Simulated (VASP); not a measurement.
# Hf (P6_3/mmc) in VASP: elastic constants with RPBE

Aim: the elastic constants of Hf with RPBE.

Everything below comes from runs of VASP 6.6.1. Logs are shortened: lines on timing, memory, paths and dates and some standing lists are left out, and cuts for length are marked.

### 1 Starting point

Symmetry: P6_3/mmc, No. 194, hexagonal system. Conventional cell: a = 3.192 Å, b = 3.192 Å, c = 5.045 Å, α = 90.00°, β = 90.00°, γ = 120.00°. Around Hf (site symmetry -6m2) lie 12 Hf at 3.12 to 3.19 Å.

### 2 Elastic constants, RPBE

Input file POSCAR:

```
Hf
1.0
    3.1923846300      0.0000000000      0.0000000000
   -1.5961923200      2.7646861900      0.0000000000
    0.0000000000      0.0000000000      5.0450416400
Hf
2
Direct
    0.3333333300      0.6666666700      0.2500000000
    0.6666666700      0.3333333300      0.7500000000
```

Input file INCAR.step1:

```
SYSTEM = Hf
PREC = Accurate ; ENCUT = 600
EDIFF = 1E-8 ; ISMEAR = 0
SIGMA = 0.1 ; LREAL = .FALSE.
LASPH = .TRUE. ; NELM = 60
ALGO = Normal ; ISIF = 3
LWAVE = .FALSE. ; LCHARG = .FALSE.
GGA = RP ; IBRION = 2
NSW = 40 ; EDIFFG = -0.002
```

Input file INCAR.step2:

```
SYSTEM = Hf
PREC = Accurate ; ENCUT = 600
EDIFF = 1E-8 ; ISMEAR = 0
SIGMA = 0.1 ; LREAL = .FALSE.
LASPH = .TRUE. ; NELM = 60
ALGO = Normal ; ISIF = 3
LWAVE = .FALSE. ; LCHARG = .FALSE.
GGA = RP ; IBRION = 6
NFREE = 2 ; POTIM = 0.015
NSW = 1
```

Input file KPOINTS:

```
regular mesh
0
G
  15 15 8
  0 0 0
```

Potentials or basis: VASP PAW PBE potentials, release 64 (Hf_pv).

Run with:

```
> cat potpaw_PBE.64/Hf_pv/POTCAR > POTCAR
> cp INCAR.step1 INCAR
> mpirun -np 1 vasp_std > vasp.out
> cp CONTCAR POSCAR
> cp INCAR.step2 INCAR
> mpirun -np 1 vasp_std > vasp.out
```

OUTCAR:

```text
SYSTEM = Hf
   PREC = Accurate
   ENCUT = 600
   EDIFF = 1E-8
   ISMEAR = 0
   LREAL = .FALSE.
   LASPH = .TRUE.
   NELM = 60
   ISIF = 3
   GGA = RP
   IBRION = 6
   NFREE = 2
   POTIM = 0.015
   NSW = 1

 ion  position               nearest neighbor table
   1  0.333  0.667  0.250-   2 3.16   2 3.16   2 3.16   2 3.16   2 3.16   2 3.16
   2  0.667  0.333  0.750-   1 3.16   1 3.16   1 3.16   1 3.16   1 3.16   1 3.16

  LATTYP: Found a hexagonal cell.
 ALAT       =     3.2289588696
 C/A-ratio  =     1.5802165993

  Lattice vectors:

 A1 = (   3.2289588696,  -0.0000000001,   0.0000000000)
 A2 = (  -1.6144794399,   2.7963604107,   0.0000000000)
 A3 = (   0.0000000000,   0.0000000000,   5.1024544042)

Analysis of symmetry for initial positions (statically):
=====================================================================
 Subroutine PRICEL returns:
 Original cell was already a primitive cell.

 Routine SETGRP: Setting up the symmetry group for a
 hexagonal supercell.

 Subroutine GETGRP returns: Found 24 space group operations
 (whereof 12 operations were pure point group operations)
 out of a pool of 24 trial point group operations.

The static configuration has the point symmetry D_3d.
 The point group associated with its full space group is D_6h.

Analysis of symmetry for dynamics (positions and initial velocities):
=====================================================================
 Subroutine PRICEL returns:
 Original cell was already a primitive cell.

 Routine SETGRP: Setting up the symmetry group for a
 hexagonal supercell.

 Subroutine GETGRP returns: Found 24 space group operations
 (whereof 12 operations were pure point group operations)
 out of a pool of 24 trial point group operations.

The dynamic configuration has the point symmetry D_3d.
 The point group associated with its full space group is D_6h.

 Subroutine INISYM returns: Found 24 space group operations
 (whereof 12 operations are pure point group operations),
 and found     1 'primitive' translations

----------------------------------------------------------------------------------------

                                     Primitive cell

  volume of cell :      46.0718

  direct lattice vectors                    reciprocal lattice vectors
     3.228958870 -0.000000000  0.000000000     0.309697348  0.178803848  0.000000000
    -1.614479440  2.796360411  0.000000000     0.000000000  0.357607695  0.000000000
     0.000000000  0.000000000  5.102454404     0.000000000  0.000000000  0.195984113

  length of vectors
     3.228958870  3.228958874  5.102454404     0.357607695  0.357607695  0.195984113

  position of ions in fractional coordinates (direct lattice)
     0.333333330  0.666666670  0.250000000
     0.666666670  0.333333330  0.750000000

  ion indices of the primitive-cell ions
   primitive index   ion index
                 1           1
                 2           2

----------------------------------------------------------------------------------------

 KPOINTS: regular mesh

Automatic generation of k-mesh.
 Grid dimensions read from file:
 generate k-points for:   15   15    8

 Generating k-lattice:

  Cartesian coordinates                     Fractional coordinates (reciprocal lattice)
     0.020646490  0.011920257  0.000000000     0.066666667  0.000000000  0.000000000
     0.000000000  0.023840513  0.000000000     0.000000000  0.066666667  0.000000000
     0.000000000  0.000000000  0.024498014     0.000000000  0.000000000  0.125000000

  Length of vectors
     0.023840513  0.023840513  0.024498014
[... 115 lines left out ...]
  external PRESSURE =       0.0050518 kB  Pullay stress =       0.0000000 kB
[... 89 lines left out ...]
  FREE ENERGIE OF THE ION-ELECTRON SYSTEM (eV)
  ---------------------------------------------------
  free  energy   TOTEN  =       -19.0119641380 eV

  energy  without entropy=      -19.0047657974  energy(sigma->0) =      -19.00836497

[... ionic steps 4 to 14 ...]

--------------------------------------- Ionic step       15  -------------------------------------------

 number of electron      20.0000001 magnetization

------------------------ aborting loop because EDIFF is reached ----------------------------------------
[... 67 lines left out ...]
--------------------------------------- Ionic step       17  -------------------------------------------

 number of electron      20.0000001 magnetization

 Free energy of the ion-electron system (eV)
  ---------------------------------------------------
  ext. energy  EPLUGINS =         0.00000000
  ---------------------------------------------------
  free energy    TOTEN  =       -19.01793310 eV

  energy without entropy =      -19.01074818  energy(sigma->0) =      -19.01434064

 E-fermi :   4.8386     XC(G=0): -11.0861

 val. band max:        4.8340442909   @ k =   0.0667  -0.0000   0.5000
 cond. band min:       4.8420700730   @ k =   0.0000   0.0000   0.2500
 fundamental gap:      0.0080257821
 Fermi energy:         4.8386310679

 k-point     1 :       0.0000    0.0000    0.0000
  band No.  band energies     occupation
      1     -26.3188      2.00000
      2     -25.6471      2.00000
      3     -25.6471      2.00000
      4     -25.5370      2.00000
      5     -25.5307      2.00000
      6     -25.5307      2.00000
      7      -2.4594      2.00000
      8       1.2137      2.00000
      9       5.3326      0.00000
     10       6.0143      0.00000
     11       6.0143      0.00000
     12       6.2951      0.00000
     13       6.8069      0.00000
     14       6.8069      0.00000
[... 377 lines left out ...]
      1     -26.1026      2.00000
      2     -25.9756      2.00000
      3     -25.9347      2.00000
      4     -25.8930      2.00000
      5     -25.7787      2.00000
      6     -25.7251      2.00000
      7       2.2611      2.00000
      8       2.7750      2.00000
      9       2.9224      2.00000
     10       3.5566      2.00000
     11       5.2423      0.00000
     12       5.4542      0.00000
     13       6.6454      0.00000
     14       9.7559      0.00000

 [... further k-points ...]

------------------------ aborting loop because EDIFF is reached ----------------------------------------

  FORCE on cell =-STRESS in cart. coord.  units (eV):
  Direction    XX          YY          ZZ          XY          YZ          ZX
  --------------------------------------------------------------------------------------
  -------------------------------------------------------------------------------------
  Total        0.0001220      0.0001220      0.0074132     -0.0000000     -0.0000000      0.0000000
  in kB        0.0042428      0.0042428      0.2577993     -0.0000000     -0.0000000      0.0000000
  external PRESSURE =       0.0887616 kB  Pullay stress =       0.0000000 kB
[... 17 lines left out ...]
  FREE ENERGIE OF THE ION-ELECTRON SYSTEM (eV)
  ---------------------------------------------------
  free  energy   TOTEN  =       -19.0179330975 eV

  energy  without entropy=      -19.0107481756  energy(sigma->0) =      -19.01434064

 INTERNAL STRAIN TENSORS FROM STRAINED CELLS
 ============================================

 INTERNAL STRAIN TENSOR FOR ION    1 for displacements in x,y,z  (eV/Angst):
          X           Y           Z          XY          YZ          ZX
  --------------------------------------------------------------------------------
  x     0.00000    -0.00000     0.00000    -2.93513    -0.00000    -0.00000
  y    -2.91871     2.94453     0.00000    -0.00002     0.00003     0.00004
  z     0.00000    -0.00000     0.00000     0.00000     0.00344     0.00000

 INTERNAL STRAIN TENSORS FROM DISPLACED ATOMS
 ============================================

 INTERNAL STRAIN TENSOR FOR ION    1 for displacements in x,y,z  (eV/Angst):
          X           Y           Z          XY          YZ          ZX
  --------------------------------------------------------------------------------
  x     0.00000    -0.00000    -0.00000    -2.94845     0.00000     0.00000
  y    -2.94845     2.94845    -0.00000    -0.00000     0.00000     0.00000
  z     0.00000     0.00000    -0.00000    -0.00000     0.00000    -0.00000

 INTERNAL STRAIN TENSOR FOR ION    2 for displacements in x,y,z  (eV/Angst):
          X           Y           Z          XY          YZ          ZX
  --------------------------------------------------------------------------------
  x    -0.00000     0.00000     0.00000     2.94845     0.00000     0.00000
  y     2.94845    -2.94845     0.00000     0.00000     0.00000     0.00000
  z    -0.00000    -0.00000     0.00000     0.00000    -0.00000     0.00000

 Eigenvectors and eigenvalues of the dynamical matrix
 ----------------------------------------------------

   1 f  =    2.762177 THz    17.355267 2PiTHz   92.136294 cm-1    11.423439 meV
             X         Y         Z           dx          dy          dz
     -0.000000  1.864240  1.275614    -0.000000    0.000000    0.707107
      1.614479  0.932120  3.826841     0.000000    0.000000   -0.707107
[... 16 lines left out ...]
   5 f  =    0.000000 THz     0.000000 2PiTHz    0.000001 cm-1     0.000000 meV
             X         Y         Z           dx          dy          dz
     -0.000000  1.864240  1.275614    -0.239793   -0.657309   -0.102195
      1.614479  0.932120  3.826841    -0.239793   -0.657309   -0.102195

   6 f/i=    0.000000 THz     0.000000 2PiTHz    0.000000 cm-1     0.000000 meV
             X         Y         Z           dx          dy          dz
     -0.000000  1.864240  1.275614     0.665121   -0.238658   -0.025630
      1.614479  0.932120  3.826841     0.665121   -0.238658   -0.025630

--------------------------------------------------------------------------------------------------------

 ELASTIC MODULI CONTR FROM IONIC RELAXATION (kBar)
 Direction    XX          YY          ZZ          XY          YZ          ZX
 --------------------------------------------------------------------------------
 XX        -137.8570    137.8570     -0.0000      0.0000     -0.0000      0.0000
 YY         137.8570   -137.8570      0.0000      0.0000      0.0000     -0.0000
 ZZ          -0.0000      0.0000     -0.0000     -0.0000      0.0000     -0.0000
 XY           0.0000      0.0000     -0.0000   -137.8570     -0.0000      0.0000
 YZ          -0.0000      0.0000      0.0000     -0.0000     -0.0000      0.0000
 ZX           0.0000     -0.0000     -0.0000      0.0000      0.0000     -0.0000
 --------------------------------------------------------------------------------

 TOTAL ELASTIC MODULI (kBar)
 Direction    XX          YY          ZZ          XY          YZ          ZX
 --------------------------------------------------------------------------------
 XX        1739.6294    716.1015    633.4484     -0.0000     -0.0000      0.0000
 YY         716.1015   1739.6294    633.4484     -0.0000      0.0000     -0.0000
 ZZ         633.4484    633.4484   1853.8203     -0.0000      0.0000     -0.0000
 XY          -0.0000     -0.0000     -0.0000    511.7640     -0.0000     -0.0000
 YZ          -0.0000     -0.0000     -0.0000     -0.0000    561.7794     -0.0000
 ZX           0.0000     -0.0000     -0.0000      0.0000     -0.0000    561.7793
 --------------------------------------------------------------------------------
```

Run time: 52 min. Hardware: 1 thread of Intel Xeon Platinum 8259CL at 2.50GHz (Skylake/Cascade Lake), shared host; peak memory 0.77 GiB.

Results:

* Relaxed volume: 23.04 Å³/atom
* Relaxed cell: a = 3.229 Å, b = 3.229 Å, c = 5.102 Å, α = 90.00°, β = 90.00°, γ = 120.00°
* Space group after relaxing (to 0.05 Å): P6_3/mmc (No. 194)
* Voigt bulk modulus: 103 GPa
* Highest phonon frequency at Γ: 92 cm⁻¹

Step by step:
| step | energy change (eV) | largest force (eV/Å) | pressure (GPa) | volume (Å³) |
| --- | --- | --- | --- | --- |
| 1 | 0.0000 | 0.0000 | 3.74 | 44.53 |
| 2 | 0.0061 | 0.0000 | -3.88 | 47.97 |
| 3 | -0.0176 | 0.0000 | -0.02 | 46.08 |
| 4 | -0.0176 | 0.0000 | 0.05 | 46.05 |
| 5 | -0.0176 | 0.0000 | 0.05 | 46.05 |
| 6 | -0.0176 | 0.0000 | 0.05 | 46.05 |
| 7 | -0.0176 | 0.0000 | 0.04 | 46.05 |
| 8 | -0.0176 | 0.0000 | 0.01 | 46.07 |
| 9 | -0.0176 | 0.0000 | -0.04 | 46.09 |
| 10 | -0.0176 | 0.0000 | 0.00 | 46.07 |

Final structure:
```
Hf
1.0
     3.22896    0.00000    0.00000
    -1.61448    2.79636    0.00000
     0.00000    0.00000    5.10245
Hf
2
Direct
  0.33333 0.66667 0.25000
  0.66667 0.33333 0.75000
```

Phonon frequencies in cm⁻¹ (negative: imaginary):
| q point | frequencies |
| --- | --- |
| (0.000, 0.000, 0.000) | 0 0 0 82 82 92 |

Elastic tensor in Voigt notation (GPa, in the Cartesian axes of the cell as first typed):
```
174  72  63   0   0   0
 72 174  63   0   0   0
 63  63 185   0   0   0
  0   0   0  56   0   0
  0   0   0   0  56   0
  0   0   0   0   0  51
```

Clamped-ion elastic tensor (GPa):
```
188  58  63   0   0   0
 58 188  63   0   0   0
 63  63 185   0   0   0
  0   0   0  56   0   0
  0   0   0   0  56   0
  0   0   0   0   0  65
```

Caveat: the PAW data sets were made with another functional, which shifts forces and pressure a little.
